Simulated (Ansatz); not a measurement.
# Transmission past a defect: Ta wire along [111], 3 atoms a period, Al in place of one Ta

Wanted: the relaxed defect and the transmission past it, beside the channels of the perfect wire.

Program: Ansatz 0.2.0. Level of theory: DFT PBE, plane waves, PAW; relaxation of a wire's period, in the first sound run; inputs show where later runs differ. Results are calculated unless marked as measured.

## (1) The starting structure

The cell holds 3 atoms: 3 Ta. Its edges and angles: a = 9.148 Å, b = 9.511 Å, c = 2.875 Å, α = 90.0°, β = 90.0°, γ = 90.0°. Vacuum lies along a and b. The structure's axis is c.

Coordinates:

```cif
data_structure
_symmetry_space_group_name_H-M 'P 1'
_symmetry_Int_Tables_number 1
_cell_length_a 9.1480
_cell_length_b 9.5110
_cell_length_c 2.8752
_cell_angle_alpha 90.000
_cell_angle_beta 90.000
_cell_angle_gamma 90.000
_cell_volume 250.16
loop_
_atom_site_label
_atom_site_type_symbol
_atom_site_fract_x
_atom_site_fract_y
_atom_site_fract_z
_atom_site_occupancy
Ta1 Ta 0.37167 0.35748 0.00000 1
Ta2 Ta 0.37167 0.64249 0.33333 1
Ta3 Ta 0.62829 0.49999 0.66667 1
```

## (2) Relaxing the period

Band widths follow the bond lengths, so the wire is relaxed first. The atoms and the third cell vector are free; the box across stays fixed as vacuum. A Fermi-Dirac smearing is set since the result may be a metal. The pressure printed is a third of the stress's trace over the whole box, vacuum included; only the stress along the axis is relaxed.

The input, input.yaml:

```yaml
crystal:
  lattice:
    - [9.148, 0.0, 0.0]
    - [0.0, 9.511, 0.0]
    - [0.0, 0.0, 2.8752043406]
  atoms:
    - { symbol: Ta, position: [0.371665938, 0.357480812, 0.0] }
    - { symbol: Ta, position: [0.371665938, 0.642494864, 0.333333333] }
    - { symbol: Ta, position: [0.628289737, 0.499987838, 0.666666667] }
kpoints:
  mp_grid: { grid: [1, 1, 28] }
scf:
  occupations: { method: fermi_dirac, width: 0.05 }
hamiltonian:
  xc: pbe
relax:
  cell: { fix: [a, b, alpha, beta, gamma] }
  max_steps: 60
```

On the command line:

```sh
ansatz run input.yaml --threads 4 --pin off --max-ram 16384MiB --backend cpu --events-out ev --progress --plain --runs-dir out
```

Numbers of over 12 decimals in the logs are rounded to 6 here.

The log of the run:

```text
Engine: ansatz 0.2.0, aarch64-unknown-linux-gnu
Pseudopotentials: kind: paw
Pseudopotential: Ta, paw, valence charge 13, recommended cutoff 420 eV (normal), Ta.paw.azcp
Functional definition: PBE
  parameter kappa = 0.804
  parameter beta = 0.066725
  exchange = pbe_x(kappa = kappa, mu = beta*pi^2/3)
  correlation = pbe_c(beta = beta)
Crystal: 3 atoms, lattice volume = 250.162 Å³
Basis set: ecut = 420 eV, 4893 PW (Γ), exchange–correlation on 128×128×40 points (8 copies of the dense FFT grid, shifted against one another)
Bands: 24, of which v1, the nominal top of the filled ones, is band 20 counted from 1 (19 counted from 0)
Symmetry: 2 space group operations
Space group: P2 (ITA 3), of the structure as read, at distance tolerance 6.3e-5 Å
k-points: 15 of 28
Non-local potential: Ta, projectors of the file, l = 0: 3, l = 1: 2, l = 2: 2, l = 3: 1
PAW form: soft (Blöchl's): semilocal exchange-correlation on the pseudo side does not see the compensation charge
PAW one-centre angular grid: Ta, 590 points (default); XC on 64 Gauss nodes
Initial density: superposition of atomic densities (neutral atoms: chi_scale 0, normalization atom), corrected by the library's trained network
Initial wavefunctions: pseudopotential atomic-orbital guess
Functional: x = pbe(κ = 0.804, μ = 0.219515), c = pbe(β = 0.066725)
SCF iter   1: F=—  HF=-29787.942433 eV  |F-HF|=—  |Δ(HF+E_count)|=         —  Δρ=7.38e-3  dr2=3.55e-1  ethr=1.77e-3  ⟨swp⟩=6.5  Hψ=1601  notcnv=0
preconditioner: auto → LDOS  [metal: Δε(μ)=0.005 eV  Ē_g=2.399 eV  σ=0.050 eV  W_gap=0.02  n_scr=26 (ndim 8)  ℏωp=9.1 eV  f_vac=0.516  D(μ)=5.44/eV (n_scr^D=26)  β→1.0]
SCF iter   2: F=—  HF=-29787.889554 eV  |F-HF|=—  |Δ(HF+E_count)|=   5.29e-2  Δρ=4.63e-3  dr2=7.45e-2  ethr=9.11e-4  ⟨swp⟩=3.0  Hψ=668  notcnv=0
SCF iter   3: F=—  HF=-29787.881499 eV  |F-HF|=—  |Δ(HF+E_count)|=   8.06e-3  Δρ=9.50e-4  dr2=1.43e-2  ethr=1.91e-4  ⟨swp⟩=2.6  Hψ=549  notcnv=0
SCF iter   4: F=—  HF=-29787.880303 eV  |F-HF|=—  |Δ(HF+E_count)|=   1.20e-3  Δρ=5.69e-4  dr2=1.65e-3  ethr=3.66e-5  ⟨swp⟩=2.1  Hψ=495  notcnv=0
SCF iter   5: F=—  HF=-29787.879953 eV  |F-HF|=—  |Δ(HF+E_count)|=   3.50e-4  Δρ=1.48e-4  dr2=1.06e-4  ethr=4.22e-6  ⟨swp⟩=2.1  Hψ=538  notcnv=0
SCF iter   6: F=—  HF=-29787.879995 eV  |F-HF|=—  |Δ(HF+E_count)|=   4.27e-5  Δρ=5.19e-5  dr2=1.05e-5  ethr=2.72e-7  ⟨swp⟩=2.0  Hψ=484  notcnv=0
SCF iter   7: F=—  HF=-29787.880089 eV  |F-HF|=—  |Δ(HF+E_count)|=   9.38e-5  Δρ=1.37e-5  dr2=6.30e-7  ethr=2.70e-8  ⟨swp⟩=2.0  Hψ=489  notcnv=0
SCF iter   8: F=—  HF=-29787.880090 eV  |F-HF|=—  |Δ(HF+E_count)|=   6.57e-7  Δρ=5.14e-6  dr2=1.53e-7  ethr=2.56e-10  ⟨swp⟩=5.7  Hψ=1458  notcnv=0
SCF iter   9: F=-29787.880090 eV  HF=-29787.880090 eV  |F-HF|=2.91e-9  |Δ(HF+E_count)|=   1.37e-8  Δρ=1.38e-6  dr2=8.66e-9  ethr=2.56e-10  ⟨swp⟩=4.7  Hψ=1245  notcnv=0
SCF 1 converged in 9 iterations: F = -29787.880090 eV  dr2 = 8.66e-9
  greatest PAW one-centre occupation: 0.999 electrons in one spin orbital (limit 2), on the Ta atom at site 2 (counted from 0), in its partial waves of l = 0
relax step   1: F+E_penalty+E_count = -29787.88008995 eV  Δ(F+E_penalty+E_count) = +0.000e0 eV  max|allowed force component| = 3.226e0 eV/Å  Δτ_max = 0.0000 Å  P = -5.803 GPa  Ω = 250.162 Å³  fix = [a, b, alpha, beta, gamma]  reactions: a -4.798, b -4.707 GPa; alpha -0.005 GPa/rad  (9 SCF iters, dr2 threshold 1.00e-7 eV, accepted)
Crystal: 3 atoms, lattice volume = 244.646 Å³
Basis set: ecut = 420 eV, 4789 PW (Γ), exchange–correlation on 128×128×40 points (8 copies of the dense FFT grid, shifted against one another)
Initial density: handed on by an earlier stage of this run
Initial wavefunctions: those handed on with the density
SCF iter   1: F=—  HF=-29789.523942 eV  |F-HF|=—  |Δ(HF+E_count)|=         —  Δρ=1.86e-2  dr2=2.14e0  ethr=3.10e-3  ⟨swp⟩=10.1  Hψ=2158  notcnv=0
preconditioner: auto → LDOS  [metal: Δε(μ)=0.031 eV  Ē_g=3.105 eV  σ=0.050 eV  W_gap=0.15  n_scr=26 (ndim 8)  ℏωp=9.2 eV  f_vac=0.564  D(μ)=5.08/eV (n_scr^D=24)  β→1.0]
SCF iter   2: F=—  HF=-29789.703323 eV  |F-HF|=—  |Δ(HF+E_count)|=   1.79e-1  Δρ=1.75e-2  dr2=3.24e0  ethr=3.10e-3  ⟨swp⟩=4.0  Hψ=899  notcnv=0
SCF iter   3: F=—  HF=-29789.144353 eV  |F-HF|=—  |Δ(HF+E_count)|=   5.59e-1  Δρ=2.24e-3  dr2=1.50e-2  ethr=3.10e-3  ⟨swp⟩=3.1  Hψ=658  notcnv=0
SCF iter   4: F=—  HF=-29789.148467 eV  |F-HF|=—  |Δ(HF+E_count)|=   4.11e-3  Δρ=6.03e-4  dr2=9.77e-4  ethr=3.85e-5  ⟨swp⟩=2.7  Hψ=853  notcnv=0
SCF iter   5: F=—  HF=-29789.149228 eV  |F-HF|=—  |Δ(HF+E_count)|=   7.60e-4  Δρ=1.99e-4  dr2=2.27e-4  ethr=2.50e-6  ⟨swp⟩=2.6  Hψ=645  notcnv=0
SCF iter   6: F=—  HF=-29789.149352 eV  |F-HF|=—  |Δ(HF+E_count)|=   1.24e-4  Δρ=4.45e-5  dr2=1.44e-5  ethr=5.81e-7  ⟨swp⟩=2.0  Hψ=477  notcnv=0
SCF iter   7: F=—  HF=-29789.149356 eV  |F-HF|=—  |Δ(HF+E_count)|=   4.84e-6  Δρ=2.13e-5  dr2=3.21e-6  ethr=3.70e-8  ⟨swp⟩=2.1  Hψ=506  notcnv=0
SCF iter   8: F=-29789.149356 eV  HF=-29789.149356 eV  |F-HF|=8.99e-8  |Δ(HF+E_count)|=   2.78e-7  Δρ=5.94e-6  dr2=2.97e-7  ethr=7.69e-10  ⟨swp⟩=4.1  Hψ=1583  notcnv=0
SCF 2 converged in 8 iterations: F = -29789.149356 eV  dr2 = 2.97e-7
  greatest PAW one-centre occupation: 1.000 electrons in one spin orbital (limit 2), on the Ta atom at site 2 (counted from 0), in its partial waves of l = 0
relax step   2: F+E_penalty+E_count = -29789.14935601 eV  Δ(F+E_penalty+E_count) = -1.269e0 eV  max|allowed force component| = 1.314e-1 eV/Å  Δτ_max = 0.1939 Å  P = -0.422 GPa  Ω = 244.646 Å³  energy of the carried Pulay correction = +3.432e-4 eV  fix = [a, b, alpha, beta, gamma]  reactions: a +0.278, b +0.205 GPa; alpha -0.030 GPa/rad  (8 SCF iters, dr2 threshold 3.00e-7 eV, accepted)
Crystal: 3 atoms, lattice volume = 237.925 Å³
Basis set: ecut = 420 eV, 4665 PW (Γ), exchange–correlation on 128×128×40 points (8 copies of the dense FFT grid, shifted against one another)
iter 1 solved again at ethr=1.14e-4 eV; its pass at ethr=3.10e-3 eV (dr2=4.44e-2 eV) is discarded
SCF iter   1: F=—  HF=-29789.225366 eV  |F-HF|=—  |Δ(HF+E_count)|=         —  Δρ=4.12e-3  dr2=4.70e-2  ethr=1.14e-4  ⟨swp⟩=1.8  Hψ=2511  notcnv=0
preconditioner: auto → LDOS  [metal: Δε(μ)=0.041 eV  Ē_g=2.904 eV  σ=0.050 eV  W_gap=0.20  n_scr=26 (ndim 8)  ℏωp=9.3 eV  f_vac=0.552  D(μ)=6.25/eV (n_scr^D=36)  β→1.0]
SCF iter   2: F=—  HF=-29789.219108 eV  |F-HF|=—  |Δ(HF+E_count)|=   6.26e-3  Δρ=2.62e-3  dr2=3.65e-2  ethr=1.14e-4  ⟨swp⟩=2.5  Hψ=665  notcnv=0
SCF iter   3: F=—  HF=-29789.211580 eV  |F-HF|=—  |Δ(HF+E_count)|=   7.53e-3  Δρ=6.49e-4  dr2=2.18e-3  ethr=9.36e-5  ⟨swp⟩=2.4  Hψ=610  notcnv=0
SCF iter   4: F=—  HF=-29789.211223 eV  |F-HF|=—  |Δ(HF+E_count)|=   3.57e-4  Δρ=1.95e-4  dr2=5.51e-4  ethr=5.60e-6  ⟨swp⟩=2.1  Hψ=604  notcnv=0
SCF iter   5: F=—  HF=-29789.211167 eV  |F-HF|=—  |Δ(HF+E_count)|=   5.55e-5  Δρ=7.29e-5  dr2=6.74e-5  ethr=1.41e-6  ⟨swp⟩=1.7  Hψ=400  notcnv=0
SCF iter   6: F=—  HF=-29789.211247 eV  |F-HF|=—  |Δ(HF+E_count)|=   7.94e-5  Δρ=2.23e-5  dr2=3.94e-6  ethr=1.73e-7  ⟨swp⟩=2.0  Hψ=478  notcnv=0
SCF iter   7: F=—  HF=-29789.211247 eV  |F-HF|=—  |Δ(HF+E_count)|=   1.23e-7  Δρ=8.10e-6  dr2=4.04e-7  ethr=1.01e-8  ⟨swp⟩=2.0  Hψ=478  notcnv=0
SCF iter   8: F=-29789.211247 eV  HF=-29789.211247 eV  |F-HF|=3.69e-9  |Δ(HF+E_count)|=   7.31e-8  Δρ=2.41e-6  dr2=2.59e-8  ethr=7.69e-10  ⟨swp⟩=5.3  Hψ=1391  notcnv=0
SCF 3 converged in 8 iterations: F = -29789.211247 eV  dr2 = 2.59e-8
relax step   3: F+E_penalty+E_count = -29789.21124664 eV  Δ(F+E_penalty+E_count) = -6.189e-2 eV  max|allowed force component| = 6.089e-2 eV/Å  Δτ_max = 0.0282 Å  P = -0.310 GPa  Ω = 237.925 Å³  energy of the carried Pulay correction = +7.718e-4 eV  fix = [a, b, alpha, beta, gamma]  reactions: a +0.027, b +0.017 GPa; alpha -0.039 GPa/rad  (8 SCF iters, dr2 threshold 3.00e-7 eV, accepted)
[...]
relax step   4: F+E_penalty+E_count = -29789.21618471 eV  Δ(F+E_penalty+E_count) = -4.938e-3 eV  max|allowed force component| = 7.516e-2 eV/Å  Δτ_max = 0.0148 Å  P = +0.438 GPa  Ω = 231.720 Å³  energy of the carried Pulay correction = +1.178e-3 eV  fix = [a, b, alpha, beta, gamma]  reactions: a +0.246, b +0.208 GPa; alpha -0.085 GPa/rad  (7 SCF iters, dr2 threshold 3.00e-7 eV, accepted)
[...]
relax step   5: F+E_penalty+E_count = -29789.22224247 eV  Δ(F+E_penalty+E_count) = -6.058e-3 eV  max|allowed force component| = 1.465e-2 eV/Å  Δτ_max = 0.0111 Å  P = +0.055 GPa  Ω = 234.578 Å³  energy of the carried Pulay correction = +9.898e-4 eV  fix = [a, b, alpha, beta, gamma]  reactions: a +0.115, b +0.130 GPa; alpha -0.029 GPa/rad  (7 SCF iters, dr2 threshold 3.00e-7 eV, accepted)
[...]
relax step   6: F+E_penalty+E_count = -29789.22233303 eV  Δ(F+E_penalty+E_count) = -9.056e-5 eV  max|allowed force component| = 1.476e-2 eV/Å  Δτ_max = 0.0085 Å  P = +0.065 GPa  Ω = 234.348 Å³  energy of the carried Pulay correction = +1.005e-3 eV  fix = [a, b, alpha, beta, gamma]  reactions: a +0.128, b +0.095 GPa; alpha -0.078 GPa/rad  (7 SCF iters, dr2 threshold 1.64e-8 eV, accepted)
[...]
relax step   7: F+E_penalty+E_count = -29789.22239549 eV  Δ(F+E_penalty+E_count) = -6.245e-5 eV  max|allowed force component| = 9.179e-3 eV/Å  Δτ_max = 0.0056 Å  P = +0.080 GPa  Ω = 234.274 Å³  energy of the carried Pulay correction = +1.010e-3 eV  fix = [a, b, alpha, beta, gamma]  reactions: a +0.132, b +0.110 GPa; alpha -0.038 GPa/rad  (7 SCF iters, dr2 threshold 1.36e-8 eV, accepted)
Basis set: ecut = 420 eV, 4613 PW (Γ), exchange–correlation on 128×128×36 points (8 copies of the dense FFT grid, shifted against one another)
Initial wavefunctions: pseudopotential atomic-orbital guess (no wavefunctions were taken with the density)
iter 1 solved again at ethr=2.94e-7 eV; its pass at ethr=3.10e-3 eV (dr2=1.15e-4 eV) is discarded
SCF iter   1: F=—  HF=-29789.221583 eV  |F-HF|=—  |Δ(HF+E_count)|=         —  Δρ=4.42e-5  dr2=4.92e-7  ethr=2.94e-7  ⟨swp⟩=4.3  Hψ=2835  notcnv=0
preconditioner: auto → LDOS  [metal: Δε(μ)=0.014 eV  Ē_g=2.933 eV  σ=0.050 eV  W_gap=0.07  n_scr=26 (ndim 8)  ℏωp=9.4 eV  f_vac=0.553  D(μ)=6.48/eV (n_scr^D=36)  β→1.0]
SCF iter   2: F=—  HF=-29789.221737 eV  |F-HF|=—  |Δ(HF+E_count)|=   1.55e-4  Δρ=3.43e-6  dr2=2.06e-8  ethr=1.26e-9  ⟨swp⟩=2.8  Hψ=743  notcnv=0
SCF iter   3: F=—  HF=-29789.221737 eV  |F-HF|=—  |Δ(HF+E_count)|=   6.18e-9  Δρ=1.10e-6  dr2=7.99e-9  ethr=5.27e-11  ⟨swp⟩=2.9  Hψ=783  notcnv=0
SCF iter   4: F=—  HF=-29789.221737 eV  |F-HF|=—  |Δ(HF+E_count)|=   1.39e-9  Δρ=2.85e-7  dr2=5.48e-10  ethr=2.05e-11  ⟨swp⟩=2.3  Hψ=597  notcnv=0
SCF iter   5: F=—  HF=-29789.221737 eV  |F-HF|=—  |Δ(HF+E_count)|=  6.91e-11  Δρ=8.48e-8  dr2=3.93e-11  ethr=1.40e-12  ⟨swp⟩=2.7  Hψ=625  notcnv=0
SCF iter   6: F=-29789.221737 eV  HF=-29789.221737 eV  |F-HF|=2.18e-11  |Δ(HF+E_count)|=  7.28e-12  Δρ=2.91e-8  dr2=9.63e-12  ethr=1.00e-12  ⟨swp⟩=6.6  Hψ=1704  notcnv=0
SCF 8 converged in 6 iterations: F = -29789.221737 eV  dr2 = 9.63e-12
relax step   8: F+E_penalty+E_count = -29789.22173740 eV  Δ(F+E_penalty+E_count) = +6.581e-4 eV  max|allowed force component| = 9.181e-3 eV/Å  Δτ_max = 0.0000 Å  P = +0.078 GPa  Ω = 234.274 Å³  fix = [a, b, alpha, beta, gamma]  reactions: a +0.131, b +0.109 GPa; alpha -0.038 GPa/rad  stress off target by 6.42e-3 GPa on what of the cell is left free  SCF on the basis re-selected at this cell (its energy is not comparable with the rows above)  (6 SCF iters)
basis re-selected at this cell: Δ(F+E_penalty+E_count) = +6.581e-4 eV, ΔP = -0.002 GPa vs the last step (what re-selecting the basis moved, of the pressure what is left beyond the Pulay correction that the steps carried, after the strain that the cell walked since its last selection, with what the two solves' SCF thresholds leave and, on support functions, any second-order correction that the steps lacked; it is no measure of the basis error at this ecutwfc). The dense FFT grid was sized anew with the basis: this SCF ran on 64×64×18 points, the steps before it on 64×64×20, so part of this shift can come from that change (see relax.cell in the input reference). [rest of the remark cut]
SCF converged after 6 iterations
Free energy (F): -29789.221737 eV
Harris-Foulkes:  -29789.221737 eV  (|F-HF|=2.18e-11)
Internal energy: -29789.170788 eV  (E = F + TS)
E sigma→0 (E₀):  -29789.196263 eV
Entropy (-TS):   -0.050949 eV (-16.983 meV/atom)
Fermi energy:    1.625983 eV
--- Per-component energies (eV) ---
  E_band       = -981.469581
  E_kinetic    = 1093.932873
  E_local      = -9510.138169  (includes V_loc(G=0)·N_el)
  E_nonlocal   = 50.996209
  E_hartree    = 4162.985182
  E_xc         = -648.894578
  E_vxc        = -603.419615  (∫ρ·V_xc dr)
  E_paw        = -25190.490402  (= ΣΔE_a)
  E_vpaw       = -338.811426  (= ΣTr[D̂ρ^β])
  E_aug_tail   = 0.000462  (compensation charges beyond the density's cutoff)
  E_ewald      = 252.437635
  E_smearing   = -0.050949  (= −TS)
  E_closure    = 0.000000  (closes the sum)
  Σ components = -29789.221737   (vs F -29789.221737, Δ=0.00e0)
--- Forces (eV/Å), atoms counted from 1 ---
  atom   1  Ta    -0.00311859     0.00473978     0.00918078
  atom   2  Ta    -0.00311859    -0.00473978    -0.00918078
  atom   3  Ta     0.00623482    -0.00000000    -0.00000000
  max |Σ_I F_I| component: 2.35e-6 eV/Å
--- Stress (GPa, compression-positive) ---
        0.131337      -0.000000      -0.000000
       -0.000000       0.109416       0.037955
       -0.000000       0.037955      -0.006425
  P = ⅓ Tr σ = 0.0781 GPa (0.781 kbar)
--- Relaxed structure (7 steps of the walk, 7 accepted, 1 SCFs on fresh bases) ---
  F+E_penalty+E_count = -29789.22173740 eV   max|allowed force component| = 9.181e-3 eV/Å   (the final SCF, on the basis selected at the relaxed cell)
  cell:  # Å, volume = 234.2736 Å³
    - [9.148, 0.0, 0.0]
    - [0.0, 9.511, 0]
    - [0.0, 0, 2.692594]
  atoms:
    - { symbol: Ta, position: [0.380367, 0.371990, 0.000880027] }
    - { symbol: Ta, position: [0.380367, 0.627985, 0.332453] }
    - { symbol: Ta, position: [0.610887, 0.499988, 0.666667] }
```

Run time: 14 s. Hardware: 4 threads of Arm Neoverse V2, shared host; peak memory 0.48 GiB; 51 s of CPU time.

Relaxation path:

| step | energy less that of the first step (eV) | largest force component (eV/Å) | pressure (GPa) | volume (Å³) |
| --- | --- | --- | --- | --- |
| 1 | 0.0000 | 3.2258 | -5.80 | 250.16 |
| 2 | -1.2693 | 0.1314 | -0.42 | 244.65 |
| 3 | -1.3312 | 0.0609 | -0.31 | 237.93 |
| 4 | -1.3361 | 0.0752 | 0.44 | 231.72 |
| 5 | -1.3422 | 0.0147 | 0.05 | 234.58 |
| 6 | -1.3422 | 0.0148 | 0.06 | 234.35 |
| 7 | -1.3423 | 0.0092 | 0.08 | 234.27 |
| 8* | -1.3416 | 0.0092 | 0.08 | 234.27 |

Relaxation steps marked * repeat the geometry before them on a plane-wave basis chosen anew for their cell, so energy and pressure can jump there.

Forces are held to the 2 operations that the run works with; a distortion that breaks them can't arise in this run.

| cell as run | before | after | change |
| --- | --- | --- | --- |
| c (Å) | 2.875 | 2.693 | -6.4 % |

The atoms that moved most (Å, along periodic axes as changes of fractional coordinates times the final cell, across vacuum about the mean position):

| atom | dx | dy | dz | length |
| --- | --- | --- | --- | --- |
| Ta1 | 0.080 | 0.138 | 0.002 | 0.159 |
| Ta2 | 0.080 | -0.138 | -0.002 | 0.159 |
| Ta3 | -0.159 | 0.000 | 0.000 | 0.159 |

The relaxed structure:

```cif
data_structure
_symmetry_space_group_name_H-M 'P 1'
_symmetry_Int_Tables_number 1
_cell_length_a 9.1480
_cell_length_b 9.5110
_cell_length_c 2.6926
_cell_angle_alpha 90.000
_cell_angle_beta 90.000
_cell_angle_gamma 90.000
_cell_volume 234.27
loop_
_atom_site_label
_atom_site_type_symbol
_atom_site_fract_x
_atom_site_fract_y
_atom_site_fract_z
_atom_site_occupancy
Ta1 Ta 0.38037 0.37199 0.00088 1
Ta2 Ta 0.38037 0.62799 0.33245 1
Ta3 Ta 0.61089 0.49999 0.66667 1
```

This step gave:

* energy at zero smearing: -29789.1963 eV
* cell length along the wire: 2.693 Å

The cell's length comes to 2.693 Å with spin left out.

(Part 1 of 3 ends here.)

[Logs are printed without paths, hosts, clocks, repeated set-up lines and the standing remarks that a program may print on its own settings, such as how far it seeks lower states.]

[Hosts, paths, dates, database ids (printed as entryN), source tags and the programs' standing remarks are cut or masked in the printed files.]
